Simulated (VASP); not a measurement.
A run of VASP 6.6.1 is set up as follows.

The input POSCAR:

```
Mg
1.0
    3.2093000000      0.0000000000      0.0000000000
   -1.6046500000      2.7793353284      0.0000000000
    0.0000000000      0.0000000000      5.2103000000
Mg
2
Direct
    0.6666666667      0.3333333333      0.7500000000
    0.3333333333      0.6666666667      0.2500000000
```

The input INCAR.step1:

```
SYSTEM = Mg
PREC     = Accurate       ! precision mode
ENCUT    = 520            ! plane-wave cutoff, eV
EDIFF    = 1E-7           ! SCF threshold, eV
ISMEAR   = -1             ! smearing method
SIGMA    = 0.05           ! smearing width, eV
LREAL    = .FALSE.        ! projectors in reciprocal space
LASPH    = .TRUE.         ! aspherical terms in the spheres
NELM     = 60             ! most SCF steps
ALGO     = Normal         ! electronic algorithm
ISIF     = 2              ! what is computed and relaxed
LWAVE    = .FALSE.        ! write WAVECAR
LCHARG   = .TRUE.         ! write CHGCAR
GGA      = RE             ! functional
NBANDS   = 9              ! bands
```

Contents of KPOINTS.step1:

```
regular mesh
0
G
  10 10 5
  0 0 0
```

The input INCAR.step2:

```
SYSTEM = Mg
PREC     = Accurate       ! precision mode
ENCUT    = 520            ! plane-wave cutoff, eV
EDIFF    = 1E-7           ! SCF threshold, eV
ISMEAR   = 0              ! smearing method
SIGMA    = 0.05           ! smearing width, eV
LREAL    = .FALSE.        ! projectors in reciprocal space
LASPH    = .TRUE.         ! aspherical terms in the spheres
NELM     = 60             ! most SCF steps
ALGO     = Normal         ! electronic algorithm
ISIF     = 2              ! what is computed and relaxed
LWAVE    = .FALSE.        ! write WAVECAR
LCHARG   = .FALSE.        ! write CHGCAR
GGA      = RE             ! functional
NBANDS   = 9              ! bands
ICHARG   = 11             ! starting density
```

Contents of KPOINTS.step2:

```
path GMKGALHA,LM,KH
20
line-mode
reciprocal
 0.0000000000  0.0000000000  0.0000000000  G
 0.5000000000  0.0000000000  0.0000000000  M

 0.5000000000  0.0000000000  0.0000000000  M
 0.3333333333  0.3333333333  0.0000000000  K

 0.3333333333  0.3333333333  0.0000000000  K
 0.0000000000  0.0000000000  0.0000000000  G

 0.0000000000  0.0000000000  0.0000000000  G
 0.0000000000  0.0000000000  0.5000000000  A

 0.0000000000  0.0000000000  0.5000000000  A
 0.5000000000  0.0000000000  0.5000000000  L

 0.5000000000  0.0000000000  0.5000000000  L
 0.3333333333  0.3333333333  0.5000000000  H

 0.3333333333  0.3333333333  0.5000000000  H
 0.0000000000  0.0000000000  0.5000000000  A

 0.5000000000  0.0000000000  0.5000000000  L
 0.5000000000  0.0000000000  0.0000000000  M

 0.3333333333  0.3333333333  0.0000000000  K
 0.3333333333  0.3333333333  0.5000000000  H
```

Potentials or basis: VASP PAW PBE potentials, release 64 (Mg).

Run with:

```sh
$ cat potpaw_PBE.64/Mg/POTCAR > POTCAR
$ cp INCAR.step1 INCAR
$ cp KPOINTS.step1 KPOINTS
$ mpirun -np 1 vasp_std > vasp.out
$ cp INCAR.step2 INCAR
$ cp KPOINTS.step2 KPOINTS
$ mpirun -np 1 vasp_std > vasp.out
```

(1) Predict the band gap along the path.

## Answers

(1) none (metal or under the smearing width).

Caveat: the log is that of the step along the path at fixed density, whose energy, stress, charges and moments have no meaning.
